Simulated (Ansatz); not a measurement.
What does this script print? It uses the Ansatz DFT code, driven from Python.

`lattice_alas.py`:
```python
# -*- coding: utf-8 -*-
"""How the lattice of AlAs depends on the functional."""

import warnings

import ansatz as az
import numpy as np

def edges_and_angles(cell):
    cell = np.asarray(cell)
    a, b, c = np.linalg.norm(cell, axis=1)
    cosines = cell[1] @ cell[2] / (b * c), cell[0] @ cell[2] / (a * c), cell[0] @ cell[1] / (a * b)
    return (a, b, c, *np.degrees(np.arccos(cosines)))

warnings.simplefilter("ignore", az.DeckWarning)

lattice = az.Lattice.of(
    (0.0, 2.8304, 2.8304),
    (2.8304, 0.0, 2.8304),
    (2.8304, 2.8304, 0.0),
)
sites = [
    ("Al", (0.0, 0.0, 0.0)),
    ("As", (0.25, 0.25, 0.25)),
]
alas = az.Crystal(lattice=lattice)
for symbol, position in sites:
    alas = alas.atom(symbol, position)

model = (
    alas.calculation()
    .kpoints(6)
    .occupations("fixed")
    .relax(cell=True, force_tolerance=0.03)
)

levels = [("lda", "none"), ("r2scan", "none"), ("r2scan", "d4")]
print("level            a       b       c    alpha   beta  gamma  V/atom  steps")
for name, dispersion in levels:
    seen = []
    run = model.functional(name, dispersion=dispersion).session().plan()
    res = run.execute(on_event=lambda e: seen.append(e) if e["event"] == "relax_step" else None)
    cell = res.lattice.cell_ang
    label = name if dispersion == "none" else f"{name}+{dispersion}"
    print("{:13s} {:7.4f} {:7.4f} {:7.4f} {:6.2f} {:6.2f} {:6.2f}".format(label, *edges_and_angles(cell)), f"{abs(np.linalg.det(cell)) / len(res.lattice.sites):7.3f} {len(seen):5d}")
```

`python lattice_alas.py` gives:
```text
level            a       b       c    alpha   beta  gamma  V/atom  steps
lda            3.9806  3.9806  3.9806  60.00  60.00  60.00  22.301     4
r2scan         4.0151  4.0151  4.0151  60.00  60.00  60.00  22.885     4
r2scan+d4      4.0028  4.0028  4.0028  60.00  60.00  60.00  22.675     2
```

From smallest to largest: LDA (22.30 Å³ an atom, -1.7 % against the start), r2SCAN+D4 (22.67 Å³ an atom, +0.0 % against the start) and r2SCAN (22.89 Å³ an atom, +0.9 % against the start). The spread is 2.6 % in volume.

Forces vanish by symmetry, so the ions can't move, and the end may be a saddle. Edges and angles are those of the cell as typed, here a primitive one, not of the conventional cell. The starting cell is as deposited in a crystallographic database; the results hold for this polymorph, which needn't be the stable one. Processor time in the engine: 13 s on 1 thread of Intel(R) Xeon(R) Processor @ 2.30GHz, with other jobs on the host, peak memory 0.63 GiB.
